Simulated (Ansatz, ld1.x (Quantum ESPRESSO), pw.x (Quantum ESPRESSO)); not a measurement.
## technetium: one change to the PAW potential, in the atom and in the fcc crystal

| Item | Value |
| --- | --- |
| Element | technetium |
| Generator | ld1.x (Quantum ESPRESSO) 7.5 |
| Type | PAW |
| Functional | PBE |
| Relativity | scalar-relativistic |
| Frozen core | [Kr] |
| Valence charge | 7 |
| Reference configuration | 4d5 5s2 5p0 |
| Partial waves | 5s (bound): rcut 1.90, rcutus 2.50 bohr; 5s channel at 1.05 Ry: rcut 1.90, rcutus 2.50 bohr; 5p (bound, empty): rcut 2.95, rcutus 3.50 bohr; 5p channel at 0.65 Ry: rcut 2.95, rcutus 3.50 bohr; 4d (bound): rcut 2.10, rcutus 2.55 bohr; 4d channel at 1.6 Ry: rcut 2.10, rcutus 2.55 bohr |
| Local potential | all-electron potential smoothed inside 2.50 bohr (lloc = -1) |
| Core correction | Bessel-smoothed model core, default radius (core density twice the valence density) |
| Augmentation charge | PSQ, inside the norm-conserving radii |

Change: waves 5p (bound): rcut 2.95, rcutus 4.72 bohr; 5p channel at 0.65 Ry: rcut 2.95, rcutus 4.72 bohr.

Cutoffs, loose and tight: the cutoffs (Ry, on a coarse ladder) from which the occupation-weighted sum of valence levels, in a spherical-Bessel basis at the reference potential, stays within 10 and 1 mRy of its value at 400 Ry. They do not see the model core or the augmentation charge, which bear on the density cutoff. Test errors are all-electron minus pseudo excitation energies from the reference, over the configurations 4d5 5s1 5p0; 4d5 5s0 5p0; 4d4 5s0 5p0; 4d4 5s2 5p1; 4d5 5s1 5p1; 4d5 5s1.5 5p0; 4d5 5s0 5p2; variants that change the core or the reference have their own tests.

Crystal test: fcc Tc in pw.x 7.5, no spin, 15³ k-points, Fermi–Dirac smearing 0.01 Ry, cutoffs set for each file from its atomic test. The reference is all-electron LAPW (Ansatz 0.2.0) with the same functional, mesh and smearing; V0 and B0 come from Birch–Murnaghan fits to the pressures at five volumes. Errors are pseudo minus all-electron; Δ is the rms difference of the E(V) curves that follow from these fits, minima aligned, over ±6 % about the mean V0. Mesh and smearing are coarse, so the numbers serve the comparison and aren't converged zero-temperature values; the lattice is a test structure that the element need not adopt.

All-electron: a0 = 3.873 Å (V0 = 14.52 Å³/atom), B0 = 295.3 GPa.

Does the change bring the crystal closer to the all-electron result?

The mean pressure error goes from +10.31 to +7.97 GPa, so the change moves the solid closer to the all-electron pressures. The B0 error goes the other way, from -0.0 to +8.9 %.

| quantity | base | changed |
| --- | --- | --- |
| outcome (atom) | generated | generated |
| cutoff, loose (atom) | 15 Ry | 15 Ry |
| cutoff, tight (atom) | 25 Ry | 25 Ry |
| bound ghosts (atom) | none | none |
| largest test error (meV) (atom) | -201 | -201 |
| cutoffs in pw.x (Ry) | 40/320 | 40/320 |
| a0 (Å) | 3.915 | 3.903 |
| a0 error (%) | +1.08 | +0.78 |
| B0 error (%) | -0.0 | +8.9 |
| Δ (meV/atom) | 31.0 | 23.7 |
| mean pressure error (GPa) | +10.31 | +7.97 |

Base: The largest radius (3.50 bohr) exceeds half the bond length (2.59 bohr), so the spheres overlap, which is one possible source of error among others. This is a poor potential for the solid. The logarithmic derivative shows an extra or strongly shifted pseudo pole above the reference energy (s near 1.47 Ry). Changed file: The largest radius (4.72 bohr) exceeds half the bond length (2.59 bohr), so the spheres overlap, which is one possible source of error among others. This is a poor potential for the solid. The logarithmic derivative shows an extra or strongly shifted pseudo pole above the reference energy (s near 1.47 Ry). The atomic cutoffs weigh occupied waves only.
